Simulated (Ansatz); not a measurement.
**Bi2Se3: stiffness from a series of strains**

```xyz
5
Lattice="2.0715 1.1960 9.5453 -2.0715 1.1960 9.5453 0.0000 -2.3920 9.5453" Properties=species:S:1:pos:R:3 pbc="T T T"
Bi    0.0000    0.0000   11.4773
Bi    0.0000    0.0000   17.1587
Se    0.0000    0.0000    0.0000
Se    0.0000    0.0000    6.0622
Se    0.0000    0.0000   22.5738
```

Atom numbers follow the list: Bi1, Bi2, Se3, Se4, Se5.

The conventional cell has a = 4.143 Å, b = 4.143 Å, c = 28.636 Å, α = 90.00°, β = 90.00°, γ = 120.00°. Bi (atom 1) has 6 Se at 2.85 to 3.07 Å as nearest neighbours. Se (atom 3) is surrounded by 6 Bi at 3.07 Å. Se (atom 4) is surrounded by 3 Bi at 2.85 Å.

The cell is COD entry 9011965, as deposited and not checked against the literature; nothing was relaxed.

No spin–orbit coupling, which matters for the heavy atoms here.

Theory: DFT, PBEsol, all-electron LAPW, scalar-relativistic in Ansatz 0.2.0.

Settings: a Γ-centred 6×6×6 k mesh, Fermi–Dirac smearing of 0.03 eV, basis error target 0.5 meV/atom, no spin polarisation.

The strain is applied along the Cartesian axes of the cell as listed (γ is the engineering shear, twice εxy = εyz = εzx). Fractional coordinates are held (clamped ions).

σ is the change of stress from the unstrained cell, which is at -0.33 GPa; tension is positive, so slopes are stress–strain coefficients at that pressure.

Only quantities that a quadratic follows smoothly over the whole series are listed; rougher ones are left out.

| γ | σxy (GPa) | σyz (GPa) |
| --- | --- | --- |
| -0.0300 | -0.29 | -1.78 |
| -0.0200 | -0.19 | -1.18 |
| -0.0100 | -0.10 | -0.58 |
| 0.0000 | 0.00 | 0.00 |
| 0.0100 | 0.10 | 0.57 |
| 0.0300 | 0.28 | 1.69 |

Question: Fit the series and read off the stiffness at zero strain.

Answer: Least-squares fits y = p0 + p1 x + p2 x² to the rows give σxy (GPa): p1 = 9.53, p2 = -6; σyz (GPa): p1 = 57.8, p2 = -50.

Question: One run, at γ = 0.0200, is withheld. Predict its row.

Answer: The fits give 0.19, 1.14; the run gave 0.19, 1.14.
